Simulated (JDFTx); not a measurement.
Input of a JDFTx 1.7.0 (patched build) run:

The input bands.in:

```
lattice \
    0.0000000000     4.2025764847     4.2025764847 \
    4.2025764847     0.0000000000     4.2025764847 \
    4.2025764847     4.2025764847     0.0000000000
coords-type Cartesian
ion Mn     0.0000000000     0.0000000000     0.0000000000 1
ion O      4.2025764847     4.2025764847     4.2025764847 1

ion-species pseudo/Mn.upf
ion-species pseudo/O.upf
elec-cutoff 48 384
elec-ex-corr gga-PBEsol
elec-smearing Fermi 0.0018374661
elec-n-bands 19
spintype z-spin
initial-magnetic-moments Mn 4
elec-initial-magnetization 4.79995 yes
electronic-minimize nIterations 30 energyDiffThreshold 1e-06
davidson-band-ratio 1.3
forces-output-coords Cartesian
include path.kpoints
symmetries none
fix-electron-density run.$VAR

dump-name bands.$VAR
dump End Ecomponents EigStats BandEigs Kpoints Forces
```

Contents of path.kpoints:

```
kpoint +0.0000000000 +0.0000000000 +0.0000000000 0.020000000000
kpoint +0.0714285714 +0.0000000000 +0.0714285714 0.020000000000
kpoint +0.1428571429 +0.0000000000 +0.1428571429 0.020000000000
kpoint +0.2142857143 +0.0000000000 +0.2142857143 0.020000000000
kpoint +0.2857142857 +0.0000000000 +0.2857142857 0.020000000000
kpoint +0.3571428571 +0.0000000000 +0.3571428571 0.020000000000
kpoint +0.4285714286 +0.0000000000 +0.4285714286 0.020000000000
kpoint +0.5000000000 +0.0000000000 +0.5000000000 0.020000000000
kpoint +0.5000000000 +0.0833333333 +0.5833333333 0.020000000000
kpoint +0.5000000000 +0.1666666667 +0.6666666667 0.020000000000
kpoint +0.5000000000 +0.2500000000 +0.7500000000 0.020000000000
kpoint +0.4375000000 +0.3125000000 +0.7500000000 0.020000000000
kpoint +0.3750000000 +0.3750000000 +0.7500000000 0.020000000000
kpoint +0.3281250000 +0.3281250000 +0.6562500000 0.020000000000
kpoint +0.2812500000 +0.2812500000 +0.5625000000 0.020000000000
kpoint +0.2343750000 +0.2343750000 +0.4687500000 0.020000000000
kpoint +0.1875000000 +0.1875000000 +0.3750000000 0.020000000000
kpoint +0.1406250000 +0.1406250000 +0.2812500000 0.020000000000
kpoint +0.0937500000 +0.0937500000 +0.1875000000 0.020000000000
kpoint +0.0468750000 +0.0468750000 +0.0937500000 0.020000000000
kpoint +0.0000000000 +0.0000000000 +0.0000000000 0.020000000000
kpoint +0.0833333333 +0.0833333333 +0.0833333333 0.020000000000
kpoint +0.1666666667 +0.1666666667 +0.1666666667 0.020000000000
kpoint +0.2500000000 +0.2500000000 +0.2500000000 0.020000000000
kpoint +0.3333333333 +0.3333333333 +0.3333333333 0.020000000000
kpoint +0.4166666667 +0.4166666667 +0.4166666667 0.020000000000
kpoint +0.5000000000 +0.5000000000 +0.5000000000 0.020000000000
kpoint +0.5250000000 +0.4500000000 +0.5250000000 0.020000000000
kpoint +0.5500000000 +0.4000000000 +0.5500000000 0.020000000000
kpoint +0.5750000000 +0.3500000000 +0.5750000000 0.020000000000
kpoint +0.6000000000 +0.3000000000 +0.6000000000 0.020000000000
kpoint +0.6250000000 +0.2500000000 +0.6250000000 0.020000000000
kpoint +0.5625000000 +0.2500000000 +0.6875000000 0.020000000000
kpoint +0.5000000000 +0.2500000000 +0.7500000000 0.020000000000
kpoint +0.5000000000 +0.2916666667 +0.7083333333 0.020000000000
kpoint +0.5000000000 +0.3333333333 +0.6666666667 0.020000000000
kpoint +0.5000000000 +0.3750000000 +0.6250000000 0.020000000000
kpoint +0.5000000000 +0.4166666667 +0.5833333333 0.020000000000
kpoint +0.5000000000 +0.4583333333 +0.5416666667 0.020000000000
kpoint +0.5000000000 +0.5000000000 +0.5000000000 0.020000000000
kpoint +0.4791666667 +0.4791666667 +0.5416666667 0.020000000000
kpoint +0.4583333333 +0.4583333333 +0.5833333333 0.020000000000
kpoint +0.4375000000 +0.4375000000 +0.6250000000 0.020000000000
kpoint +0.4166666667 +0.4166666667 +0.6666666667 0.020000000000
kpoint +0.3958333333 +0.3958333333 +0.7083333333 0.020000000000
kpoint +0.3750000000 +0.3750000000 +0.7500000000 0.020000000000
kpoint +0.6250000000 +0.2500000000 +0.6250000000 0.020000000000
kpoint +0.5833333333 +0.1666666667 +0.5833333333 0.020000000000
kpoint +0.5416666667 +0.0833333333 +0.5416666667 0.020000000000
kpoint +0.5000000000 +0.0000000000 +0.5000000000 0.020000000000
```

Potentials or basis: PseudoDojo-SR-PBEsol-0.4.1-standard with smoothed tails.

Launch:

```sh
$ jdftx -c 1 -i bands.in -o bands.out
```

**Question.** Estimate the band gap along the path.

**Answer.** None (metal or under the smearing width).

Levels at the corners of the path, in eV from the Fermi level:
Spin up:
```
point  band 11  band 12  band 13  band 14
    Γ    -3.25    -2.72    -2.72    -0.56
    X    -2.07    -2.07    -1.93     4.97
    W    -2.07    -2.01    -0.95     6.98
    K    -1.99    -1.66    -0.98     6.35
    Γ    -3.25    -2.72    -2.72    -0.56
    L    -1.90     0.20     0.20     3.37
    U    -1.99    -1.66    -0.98     6.35
    W    -2.07    -2.01    -0.95     6.98
    L    -1.90     0.20     0.20     3.37
    K    -1.99    -1.66    -0.98     6.35
    U    -1.99    -1.66    -0.98     6.35
    X    -2.07    -2.07    -1.93     4.97
```
Spin down:
```tsv
point	band 6	band 7	band 8	band 9	band 10	band 11
Γ	-3.31	-3.31	-3.31	0.69	0.82	0.82
X	-6.42	-4.30	-4.30	-0.80	2.07	2.27
W	-5.69	-5.69	-5.20	1.35	1.35	2.26
K	-6.06	-5.69	-4.60	0.50	2.26	2.31
Γ	-3.31	-3.31	-3.31	0.69	0.82	0.82
L	-7.38	-4.80	-4.80	2.02	2.08	2.08
U	-6.06	-5.69	-4.60	0.50	2.26	2.31
W	-5.69	-5.69	-5.20	1.35	1.35	2.26
L	-7.38	-4.80	-4.80	2.02	2.08	2.08
K	-6.06	-5.69	-4.60	0.50	2.26	2.31
U	-6.06	-5.69	-4.60	0.50	2.26	2.31
X	-6.42	-4.30	-4.30	-0.80	2.07	2.27
```

Caveat: semilocal functionals often make such compounds metallic where correlation or magnetic order opens a gap, which also shifts bond lengths.
